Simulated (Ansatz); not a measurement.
# GaN: the cost of one run

Program: Ansatz 0.2.0. PAW datasets, plane waves. Computed at 0 K without zero-point motion; spin polarisation is off.

### 1 Starting point

The unstrained cell was relaxed with r2SCAN; in each strained cell the atoms were relaxed again with r2SCAN. Names of k-points are those of the unstrained zone, where strain can split equivalent points. First state: +2.0 % strain along z alone.

It is hexagonal, P6_3mc (No. 186); conventional cell a = 3.183 Å, c = 5.287 Å, 11.60 Å³ an atom. Ga has 4 N at 1.95–1.98 Å; N has 4 Ga at 1.95–1.98 Å.

As a file:

```xyz
4
Lattice="3.1831 0.0000 0.0000 -1.5916 2.7567 0.0000 0.0000 0.0000 5.2873" Properties=species:S:1:pos:R:3 pbc="T T T"
Ga    0.0000    1.8378    0.0027
Ga    1.5916    0.9189    2.6464
N     0.0000    1.8378    1.9800
N     1.5916    0.9189    4.6237
```

From earlier runs on the unstrained cell: PBE 1.93 eV, r2SCAN 2.35 eV, HSE06 3.20 eV, r2SCAN+SOC 2.35 eV, G0W0 3.09 eV (on its mesh); a = 3.183 Å, c = 5.184 Å.

### 2 +2.0 % strain along z alone: PBE

Contents of input.yaml:

```yaml
crystal:
  lattice:
    - [3.1831493761, 0.0, 0.0]
    - [-1.591574688, 2.7566882238, 0.0]
    - [0.0, 0.0, 5.2872977339]
  atoms:
    - { symbol: Ga, position: [0.3333333333, 0.6666666667, 0.0005148602] }
    - { symbol: Ga, position: [0.6666666667, 0.3333333333, 0.5005148602] }
    - { symbol: "N", position: [0.3333333333, 0.6666666667, 0.3744851398] }
    - { symbol: "N", position: [0.6666666667, 0.3333333333, 0.8744851398] }
kpoints:
  mp_grid: { grid: [12, 12, 6] }
  band_path:
    path:
      - [0.0, 0.0, 0.0]
      - [0.5, 0.0, 0.0]
      - [0.3333333333, 0.3333333333, 0.0]
      - [0.0, 0.0, 0.5]
      - [0.5, 0.0, 0.5]
      - [0.3333333333, 0.3333333333, 0.5]
    npoints: 1
hamiltonian:
  xc: pbe
scf:
  occupations: { method: fermi_dirac, width: 0.02 }
  n_extra_bands: 5
output:
  forces: true
  stress: true
  eigenvalues: true
```

On the command line:

```console
> ansatz run input.yaml --threads 2 --pin off --max-ram 29491MiB --backend cpu --events-out ev --progress --plain --runs-dir out
```

**Question.** How long does this run take on 2 threads of AMD EPYC 7R13 (Zen 3), shared host, and how much memory does it need?

About 2.9 s, with a peak of 0.52 GiB.
